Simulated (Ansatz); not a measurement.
# InSe: the cost of one run

Method: DFT PBE, scalar-relativistic, plane waves, PAW, in Ansatz 0.2.0.

### Step 1. The system as given

Symmetry: P6_3/mmc, No. 194, hexagonal system. Conventional cell: a = 4.090 Å, b = 4.090 Å, c = 18.403 Å, α = 90.00°, β = 90.00°, γ = 120.00°. Around In (site symmetry 3m) lie 3 Se at 2.68 Å and 1 In at 2.83 Å. Around Se (site symmetry 3m) lie 3 In at 2.68 Å.

As a file:

```
In Se
1.0
     4.08963    0.00000    0.00000
    -2.04481    3.54172    0.00000
     0.00000    0.00000   18.40301
In Se
4 4
Cartesian
  0.0000 2.3611 3.1880
  2.0448 1.1806 12.3895
  0.0000 2.3611 6.0135
  2.0448 1.1806 15.2150
  0.0000 2.3611 11.1185
  2.0448 1.1806 1.9170
  0.0000 2.3611 16.4860
  2.0448 1.1806 7.2845
```

This cell was relaxed beforehand with the same method: volume 33.32 Å³/atom, gap on the mesh 0.70 eV.

### Step 2. The reference cell

Reference values: F = -44271.9028 eV; pressure 0.00 GPa; largest force 0.002 eV/Å; gap on the mesh 0.70 eV. It was computed beforehand with the settings of the runs below.

### Step 3. Setting up a frozen normal mode

Mode 4 of the phonon run on this cell, counted from the lowest, is frozen in: each atom moves by x times its row below, so x is the largest displacement.

```
atom     ux      uy     uz
 In1  0.000  -1.000  0.000
 In2  0.000   1.000  0.000
 In3  0.000  -1.000  0.000
 In4  0.000   1.000  0.000
 Se5  0.000   0.999  0.000
 Se6  0.000  -0.999  0.000
 Se7  0.000   0.999  0.000
 Se8  0.000  -0.999  0.000
```

### Step 4. Point x = -0.400 Å

The input, input.yaml:

```yaml
crystal:
  lattice:
    - [4.0896281733, 0.0, 0.0]
    - [-2.0448140866, 3.5417218901, 0.0]
    - [0.0, 0.0, 18.4030146391]
  atoms:
    - { symbol: In, position: [0.3898030411, 0.7796060821, 0.1732335372] }
    - { symbol: In, position: [0.6101969589, 0.2203939179, 0.6732335372] }
    - { symbol: In, position: [0.3898030411, 0.7796060821, 0.3267664628] }
    - { symbol: In, position: [0.6101969589, 0.2203939179, 0.8267664628] }
    - { symbol: Se, position: [0.2769482631, 0.5538965263, 0.6041695082] }
    - { symbol: Se, position: [0.7230517369, 0.4461034737, 0.1041695082] }
    - { symbol: Se, position: [0.2769482631, 0.5538965263, 0.8958304918] }
    - { symbol: Se, position: [0.7230517369, 0.4461034737, 0.3958304918] }
basis:
  ecutwfc: 420
kpoints:
  mp_grid: { grid: [12, 12, 2] }
hamiltonian:
  xc: pbe
scf:
  occupations: { method: gaussian, width: 0.05 }
output:
  forces: true
  stress: true
  eigenvalues: true
```

The run is started by

```console
> ansatz run input.yaml --threads 2 --pin off --max-ram 5120MiB --backend cpu --events-out ev --progress --plain --runs-dir out
```

What time and memory should one allow on 2 threads of Intel Xeon at 2.50GHz (Skylake/Cascade Lake), shared host?

About 66 s, with a peak of 1.3 GiB.
